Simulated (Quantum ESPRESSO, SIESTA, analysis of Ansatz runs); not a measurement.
# Levels of V_N in GaN (F-43m), rung by rung (SIESTA and Quantum ESPRESSO), part 2 of 4

Question: at which Fermi levels does V_N in GaN (F-43m) change its charge, and how much of the answer depends on the basis and the program? The model is a cell of 54 host atoms with 1 N taken out.

SIESTA and Quantum ESPRESSO ; SIESTA numerical-orbital DFT, PBEsol, DZP basis, PseudoDojo 0.4.1 potentials converted to PSML; charged supercells in a uniform background, point-charge correction with alignment at far sites.

So far. Step 2 (Band edges): The gap at this level is 1.65 eV.

## Step 3: Relaxing each charge state

Level of this step: SIESTA numerical-orbital DFT, PBEsol, DZP basis, PseudoDojo 0.4.1 potentials converted to PSML; relaxation of all atoms of a defect supercell (SIESTA).

Each state starts from the atoms near the defect displaced at random, so that no symmetry of the ideal site is imposed. An odd electron count needs spin polarisation, and the total moment is held fixed to keep the state apart from its neighbours in spin. Basis functions without a nucleus stand at the vacant site, for electrons that may collect there. Charge 0 is shown in full.

The input, defect.fdf:

```
SystemName                      Ga27N26
SystemLabel                     defect
NumberOfSpecies                 3
NumberOfAtoms                   54
%block ChemicalSpeciesLabel
  1   31 Ga
  2    7 N
  3   -7 N_ghost
%endblock ChemicalSpeciesLabel
LatticeConstant                 1.0 Ang
%block LatticeVectors
     0.002625000     6.793473000     6.793473000
     6.793473000     0.002625000     6.793473000
     6.793473000     6.793473000     0.002625000
%endblock LatticeVectors
AtomicCoordinatesFormat         Fractional
%block AtomicCoordinatesAndAtomicSpecies
    -0.000014128    -0.000014128    -0.000014128  1
     0.083306456     0.083306456     0.083306456  2
    -0.000014128    -0.000014128     0.333319205  1
     0.083306456     0.083306456     0.416639789  2
    -0.000014128    -0.000014128     0.666652538  1
     0.083306456     0.083306456     0.749973123  2
    -0.000014128     0.333319205    -0.000014128  1
     0.083306456     0.416639789     0.083306456  2
    -0.000014128     0.333319205     0.333319205  1
     0.080275617     0.414566820     0.422913376  2
    -0.001087976     0.328976976     0.666239360  1
     0.088094969     0.411459327     0.751646456  2
    -0.000014128     0.666652538    -0.000014128  1
     0.083306456     0.749973123     0.083306456  2
    -0.003445235     0.663963073     0.339249604  1
     0.086868366     0.750435695     0.418699091  2
    -0.004903873     0.669351785     0.670957926  1
     0.083306456     0.749973123     0.749973123  2
     0.333319205    -0.000014128    -0.000014128  1
     0.416639789     0.083306456     0.083306456  2
     0.333319205    -0.000014128     0.333319205  1
     0.413275361     0.089489889     0.415812447  2
     0.338186706    -0.004816415     0.664689989  1
     0.417477601     0.087866246     0.744261785  2
     0.333319205     0.333319205    -0.000014128  1
     0.415333228     0.422924162     0.080262550  2
     0.333852319     0.338099826     0.327750720  1
     0.328094621     0.336754411     0.670146190  1
     0.414413183     0.411796932     0.754139850  2
     0.330891777     0.668446227     0.005039344  1
     0.420163189     0.744360399     0.086364880  2
     0.332621580     0.672607436     0.332176913  1
     0.419759212     0.753051870     0.410730606  2
     0.329137540     0.672505288     0.665084093  1
     0.416639789     0.749973123     0.749973123  2
     0.666652538    -0.000014128    -0.000014128  1
     0.749973123     0.083306456     0.083306456  2
     0.663359478     0.005133286     0.335142593  1
     0.747717734     0.088506906     0.412189012  2
     0.662993280    -0.003151545     0.668071495  1
     0.749973123     0.083306456     0.749973123  2
     0.670071957     0.331994380     0.003327459  1
     0.743730236     0.417833999     0.085105918  2
     0.671512482     0.327991228     0.334576619  1
     0.750801606     0.410994137     0.416810535  2
     0.667159232     0.336323682     0.669296111  1
     0.749973123     0.416639789     0.749973123  2
     0.662463844     0.672458279    -0.001731592  1
     0.749973123     0.749973123     0.083306456  2
     0.664800054     0.672746330     0.329673644  1
     0.749973123     0.749973123     0.416639789  2
     0.666652538     0.666652538     0.666652538  1
     0.749973123     0.749973123     0.749973123  2
     0.416639789     0.416639789     0.416639789  3
%endblock AtomicCoordinatesAndAtomicSpecies
%block kgrid.MonkhorstPack
    2   0   0  0.50
    0   2   0  0.50
    0   0   2  0.50
%endblock kgrid.MonkhorstPack
XC.Functional                   GGA
XC.Authors                      PBEsol
PAO.BasisSize                   DZP
PAO.EnergyShift                 0.005 Ry
Mesh.Cutoff                     300 Ry
Spin                            polarized
%block DM.InitSpin
    27   0.200
    28   0.200
    31   0.200
    32   0.200
    44   0.200
%endblock DM.InitSpin
Spin.Fix                        true
Spin.Total                      1.0
OccupationFunction              FD
ElectronicTemperature           0.01 eV
MaxSCFIterations                150
SCF.MustConverge                true
SCF.Mixer.Method                Pulay
SCF.Mixer.Weight                0.1
SCF.Mixer.History               10
SCF.DM.Tolerance                3.0e-4
SCF.H.Tolerance                 3.0e-3 eV
WriteForces                     true
Charge.Mulliken                 end
SaveRho                         true
SaveElectrostaticPotential      true
Charge.Hirshfeld                end
Charge.Voronoi                  end
MD.TypeOfRun                    Broyden
MD.Steps                        90
MD.MaxForceTol                  0.04 eV/Ang
MD.MaxDispl                     0.15 Ang
WriteCoorStep                   true
AtomCoorFormatOut               Fractional
%block Geometry.Constraints
  atom [54]
%endblock Geometry.Constraints
```

Launch:

```
$ OMP_NUM_THREADS=1 siesta defect.fdf > defect.out
```

Log:

```text
Version         : 5.4.2

                           ***********************
                           *  WELCOME TO SIESTA  *
                           ***********************

[...]
reinit: Reading from file defect.fdf

reinit: -----------------------------------------------------------------------
reinit: System Name: Ga27N26
reinit: -----------------------------------------------------------------------
reinit: System Label: defect
reinit: -----------------------------------------------------------------------

[...]
initatom: Reading input for the pseudopotentials and atomic orbitals ----------
Species number:   1 Atomic number:   31 Label: Ga
Species number:   2 Atomic number:    7 Label: N
Species number:   3 Atomic number:   -7 Label: N_ghost (floating PAOs)

[... pseudopotential checks and orbital generation ...]

prinput: Basis input

PAO.BasisType split

%block ChemicalSpeciesLabel
    1   31 Ga                      # Species index, atomic number, species label
    2    7 N                       # Species index, atomic number, species label
    3   -7 N_ghost                 # Species index, atomic number, species label
%endblock ChemicalSpeciesLabel

%block PAO.Basis                 # Define Basis set
# WARNING: This information might be incomplete!
Ga                    4                    # Species label, number of l-shells
 n=4   0   2                         # n, l, Nzeta
   6.217      4.287
   1.000      1.000
 n=4   1   2                         # n, l, Nzeta
   8.738      6.186
   1.000      1.000
 n=3   2   1                         # n, l, Nzeta
   3.373
   1.000
 n=4   2   1                         # n, l, Nzeta
   8.738
   1.000
N                     2                    # Species label, number of l-shells
 n=2   0   2                         # n, l, Nzeta
   4.265      2.697
   1.000      1.000
 n=2   1   2 P   1                   # n, l, Nzeta, Polarization, NzetaPol
   5.254      3.313
   1.000      1.000
N_ghost               2                    # Species label, number of l-shells
 n=2   0   2                         # n, l, Nzeta
   4.265      2.697
   1.000      1.000
 n=2   1   2 P   1                   # n, l, Nzeta, Polarization, NzetaPol
[...]
%endblock PAO.Basis

prinput: ----------------------------------------------------------------------

coor:   Atomic-coordinates input format  =     Fractional

[...]
siesta: System type = bulk

initatomlists: Number of atoms, orbitals, and projectors:     54   837   694

[... echo of the settings ...]

siesta: k-grid: Number of k-points = 4
siesta: k-points from Monkhorst-Pack grid
siesta: k-cutoff (effective) =     9.604 Ang
siesta: k-point supercell and displacements
siesta: k-grid:     2     0     0      0.500
siesta: k-grid:     0     2     0      0.500
siesta: k-grid:     0     0     2      0.500

diag: Algorithm                                     = D&C
diag: Absolute tolerance                            =  0.100E-15
diag: Orthogonalization factor                      =  0.100E-05

superc: Internal auxiliary supercell:     5 x     5 x     5  =     125
superc: Number of atoms, orbitals, and projectors:   6750 104625  86750

siesta: Constraint (1): pos
  [ 54 ]

                     ====================================
                        Begin Broyden opt. move =      0
                     ====================================

[...]
superc: Internal auxiliary supercell:     5 x     5 x     5  =     125
superc: Number of atoms, orbitals, and projectors:   6750 104625  86750

outcell: Unit cell vectors (Ang):
        0.002625    6.793473    6.793473
        6.793473    0.002625    6.793473
        6.793473    6.793473    0.002625

outcell: Cell vector modules (Ang)   :    9.607422    9.607422    9.607422
outcell: Cell angles (23,13,12) (deg):     59.9744     59.9744     59.9744
outcell: Cell volume (Ang**3)        :    626.6914
[...]
Initializing Density Matrix...

[...]
DM filled with atomic data (user-defined):

InitMesh: MESH = 90 x 90 x 90 = 729000
InitMesh: Mesh cutoff (required, used) =   300.000   363.661 Ry

[...]
iscf     Eharris(eV)        E_KS(eV)     FreeEng(eV)     dDmax     Ef_up Ef_dn(eV) dHmax(eV)
   scf:    1   -63078.552641   -63338.741592   -63338.741592  0.523235 -4.210913 -6.354907  9.298726
[...]
scf:    2   -63409.295590   -63376.188616   -63376.188616  0.048260 -4.070961 -6.337660  6.375422
[...]
scf:    3   -63428.166778   -63413.262771   -63413.262771  0.092646 -3.855477 -6.074851  2.410711
[...]
scf:    4   -63413.816106   -63413.762105   -63413.762105  0.043113 -3.621787 -5.774067  1.368514
[...]
scf:    5   -63413.956110   -63413.918177   -63413.918177  0.011430 -3.673537 -5.837570  0.657836
[...]
scf:    6   -63414.076001   -63414.006912   -63414.006912  0.020100 -3.692803 -5.787435  0.224543
[...]
scf:    7   -63414.021841   -63414.015700   -63414.015700  0.004881 -3.704886 -5.799194  0.111256
[...]
scf:    8   -63414.017465   -63414.016739   -63414.016739  0.001192 -3.714238 -5.841601  0.046230
[...]
scf:    9   -63414.017333   -63414.017084   -63414.017084  0.001270 -3.719365 -5.847091  0.031816
[...]
scf:   10   -63414.017264   -63414.017187   -63414.017187  0.000420 -3.719773 -5.845342  0.013924
[...]
iscf     Eharris(eV)        E_KS(eV)     FreeEng(eV)     dDmax     Ef_up Ef_dn(eV) dHmax(eV)
   scf:    1   -63414.922971   -63414.811426   -63414.811426  0.029955 -3.961905 -6.259168  0.187225
[...]
scf:    2   -63414.756388   -63414.795741   -63414.795741  0.006112 -4.012953 -6.246545  0.497314
[...]
scf:    3   -63414.817817   -63414.813464   -63414.813464  0.004540 -3.974482 -6.256241  0.013501
[...]
scf:    4   -63414.813498   -63414.813488   -63414.813488  0.000169 -3.975132 -6.256337  0.003451
[...]
scf:    5   -63414.813493   -63414.813491   -63414.813491  0.000063 -3.975485 -6.256339  0.001190
     spin moment: {S} , |S| = {        0.0        0.0    1.00000 }     1.00000

SCF Convergence by DM+H criterion
[...]
SCF cycle converged after 5 iterations

[...]
siesta: E_KS(eV) =           -63414.8135

siesta: Atomic forces (eV/Ang):
     1    0.004780   -0.012442    0.021422
     2    0.008912    0.001387    0.009801
     3    0.012646    0.000641    0.007321
     4    0.007711    0.007329    0.005055
     5    0.013883    0.003112    0.017039
     6    0.008665   -0.010125    0.030617
     7    0.004167   -0.008223    0.006194
     8    0.000107    0.000293    0.006803
     9   -0.001989    0.002314    0.001331
    10   -0.007472    0.005869    0.000342
[...]
50    0.000970   -0.002785   -0.017559
    51   -0.010703   -0.007281    0.007928
    52    0.011072   -0.010697    0.016450
    53    0.000468    0.015539    0.004165
    54   -0.000883    0.000406   -0.000378
   Tot   -0.046299    0.015266    0.002283
   Max    0.030617
   Res    0.010181    sqrt( Sum f_i^2 / 3N )
   Max    0.030617    constrained

Stress tensor Voigt[x,y,z,yz,xz,xy] (kbar):        3.26        3.14        3.36        1.19        1.46        1.30
[...]
outcoor: Relaxed atomic coordinates (fractional):
   -0.00043216   -0.00027610    0.00057333   1       1  Ga
    0.08297448    0.08334850    0.08360453   2       2  N
    0.00019988    0.00046407    0.33326545   1       3  Ga
    0.08308676    0.08367058    0.41693339   2       4  N
   -0.00048526   -0.00026559    0.66718833   1       5  Ga
    0.08289160    0.08270478    0.75060857   2       6  N
   -0.00003677    0.33300464    0.00113398   1       7  Ga
    0.08301895    0.41695276    0.08391174   2       8  N
   -0.00003248    0.33331141    0.33351358   1       9  Ga
    0.08396806    0.41724836    0.41754642   2      10  N
   -0.00016208    0.33250703    0.66776306   1      11  Ga
    0.08332270    0.41667947    0.75002866   2      12  N
   -0.00015760    0.66711264    0.00044507   1      13  Ga
    0.08275674    0.74993447    0.08442868   2      14  N
   -0.00096807    0.66737747    0.33434190   1      15  Ga
    0.08333139    0.74943476    0.41780380   2      16  N
   -0.00087961    0.66676070    0.66787571   1      17  Ga
    0.08292259    0.74994764    0.75060319   2      18  N
    0.33263275    0.00138788   -0.00004171   1      19  Ga
    0.41667130    0.08422804    0.08286645   2      20  N
[...]
0.65838061    0.33600792    0.33609971   1      44  Ga
    0.74826642    0.41723430    0.41691360   2      45  N
    0.66619533    0.33344072    0.66695744   1      46  Ga
    0.74969840    0.41661984    0.75012144   2      47  N
    0.66622861    0.66737641    0.00032099   1      48  Ga
    0.75000987    0.75054457    0.08315981   2      49  N
    0.66656971    0.66737416    0.33294910   1      50  Ga
    0.74907248    0.75047876    0.41715309   2      51  N
    0.66622549    0.66663672    0.66714717   1      52  Ga
    0.74917510    0.75038261    0.75027786   2      53  N
    0.41663979    0.41663979    0.41663979   3      54  N_ghost

[...]
siesta: Final energy (eV):
siesta:  Band Struct. =   -8041.547041
siesta:       Kinetic =   51022.895411
siesta:       Hartree =   16031.752870
[...]
siesta:         Exch. =  -16313.222245
siesta:         Corr. =   -1053.272120
[...]
siesta:   Exch.-corr. =  -17366.494365
siesta:  Ion-electron =  -78858.165933
siesta:       Ion-ion =  -34244.801475
[...]
siesta:         Total =  -63414.813491
siesta:      Fermi_up =      -3.975485
siesta:      Fermi_dn =      -6.256339

siesta: Stress tensor (static) (eV/Ang**3):
siesta:     0.002036    0.000810    0.000912
siesta:     0.000809    0.001962    0.000741
siesta:     0.000912    0.000741    0.002095

siesta: Cell volume =        626.691445 Ang**3

siesta: Pressure (static):
siesta:                Solid            Molecule  Units
siesta:          -0.00002212         -0.00001863  Ry/Bohr**3
siesta:          -0.00203085         -0.00171039  eV/Ang**3
siesta:          -3.25378748         -2.74034246  kBar

[...]
mulliken: Qtot =      241.000

[...]
mulliken: Qtot =      240.000

Mulliken Atomic Populations:
Atom #   charge [q] valence [e]      Sz [e]  Species
     1     0.866505   12.133495    0.005717  Ga
     2    -0.863475    5.863475    0.005182  N
     3     0.856692   12.143308    0.027753  Ga
     4    -0.863244    5.863244    0.003365  N
     5     0.869668   12.130332    0.003580  Ga
     6    -0.861074    5.861074    0.003488  N
     7     0.856500   12.143500    0.027641  Ga
     8    -0.863241    5.863241    0.003360  N
     9     0.857851   12.142149    0.014033  Ga
    10    -0.847151    5.847151    0.014047  N
    11     0.857125   12.142875    0.008909  Ga
    12    -0.845636    5.845636    0.012441  N
    13     0.869631   12.130369    0.003551  Ga
    14    -0.860963    5.860963    0.003414  N
    15     0.857648   12.142352    0.008893  Ga
    16    -0.845593    5.845593    0.012523  N
    17     0.857806   12.142194    0.008342  Ga
    18    -0.861474    5.861474    0.003433  N
    19     0.856590   12.143410    0.027695  Ga
    20    -0.863229    5.863229    0.003378  N
[...]
44     0.627728   12.372272    0.141775  Ga
    45    -0.847437    5.847437    0.017887  N
    46     0.859038   12.140962    0.008444  Ga
    47    -0.861938    5.861938    0.003786  N
    48     0.857952   12.142048    0.008325  Ga
    49    -0.861414    5.861414    0.003463  N
    50     0.859038   12.140962    0.008354  Ga
    51    -0.861971    5.861971    0.003797  N
    52     0.870760   12.129240    0.008142  Ga
    53    -0.861649    5.861649    0.003917  N
    54     4.929448    0.070552    0.028694  N_ghost
 Total     5.000000                1.000000

[...]
Job completed
```

Wall time 87 min (1 MPI rank of Arm Neoverse V2, shared host); peak memory 1.9 GiB.

The steps and moves of this run count from the displaced start.

The steps of the relaxation:

```csv
step,energy less that of the first step (eV),largest force (eV/Å)
0,0.0000,1.6339
1,-0.5344,0.8466
2,-0.7309,0.4431
3,-0.7664,0.2632
4,-0.7850,0.1222
5,-0.7931,0.0666
6,-0.7963,0.0349
```

The atoms that moved most (Å):

```csv
atom,dx,dy,dz,length
Ga44,0.065,-0.079,-0.035,0.108
Ga32,-0.062,0.042,-0.072,0.104
Ga28,-0.079,-0.030,0.045,0.096
Ga27,0.052,0.063,0.007,0.082
Ga23,0.050,-0.025,0.001,0.056
N29,0.001,-0.026,0.050,0.056
N45,0.043,-0.017,0.025,0.053
N33,0.017,0.017,-0.046,0.052
```

The atoms nearest to the centre after the run:

```csv
atom,distance (Å)
Ga27,1.893
Ga44,1.896
Ga28,1.899
Ga32,1.905
N22,3.177
N26,3.187
N10,3.189
N24,3.189
N45,3.190
N43,3.191
N29,3.191
N39,3.192
N33,3.198
N31,3.198
N16,3.199
N12,3.201
```

Energies on the run's own zero. States near gap, by row:

```csv
spin,k,band,energy (eV),filled by count
up,0,237,-6.989,1
up,0,238,-6.989,1
up,0,239,-6.557,1
up,0,240,-6.557,1
up,0,241,-4.139,1
up,0,242,-3.53,0
up,0,243,-3.439,0
up,0,244,-3.43,0
up,0,245,-2.302,0
up,1,237,-6.957,1
up,1,238,-6.917,1
up,1,239,-6.712,1
up,1,240,-6.709,1
up,1,241,-4.31,1
up,1,242,-3.801,0
up,1,243,-3.607,0
up,1,244,-2.825,0
up,1,245,-2.617,0
down,0,236,-6.972,1
down,0,237,-6.971,1
down,0,238,-6.929,1
down,0,239,-6.541,1
down,0,240,-6.541,1
down,0,241,-4.056,0
down,0,242,-3.449,0
down,0,243,-3.234,0
down,0,244,-3.227,0
down,1,236,-7.098,1
down,1,237,-6.941,1
down,1,238,-6.875,1
down,1,239,-6.693,1
down,1,240,-6.61,1
down,1,241,-4.105,0
down,1,242,-3.66,0
down,1,243,-3.397,0
down,1,244,-2.79,0
```

The states that were run, at 2×2×2 shifted by half a step, on 1 MPI rank of Arm Neoverse V2, shared host:

```csv
charge,moment (μB),outcome,structures computed,largest displacement of a host atom from its site (Å),lowest empty less highest filled level (eV),time
+1,0,converged,6,0.03,2.36,41 min
−1,0,converged,8,0.14,0.35,56 min
0,1,converged,7,0.07,0.03,87 min
+3,0,converged,10,0.34,0.73,80 min
+2,1,converged,16,0.18,0.01,3.9 h
```

At charge +2 filled and empty levels, counted over both spins and all k-points, touch or overlap: the last carrier shares a level or a band, or the held moment keeps an electron of one spin above an empty level of the other.

Against the host's sites the lattice moves most at charge +3 (0.34 Å); the smallest move among the states is 0.03 Å.

[end of part 2 of 4]

[Logs are printed without paths, hosts, clocks, repeated set-up lines and the standing remarks that a program may print on its own settings, such as how far it seeks lower states.]

[Hosts, paths, dates, database ids (printed as entryN), source tags and the programs' standing remarks are cut or masked in the printed files.]

[For some hosts the program warned that the k-mesh of the response run may be too coarse for force constants and the static dielectric constant; such warnings are not shown here.]

[Charge tables in the logs are Mulliken or Hirshfeld populations, whose sizes and signs can differ; where basis functions stand at a vacancy, SIESTA counts their charge against the missing atom's valence.]

[In relaxation paths of CP2K, step 0 can be the structure after the first move, since the trajectory file begins there, and the last row can be the final structure solved once more.]
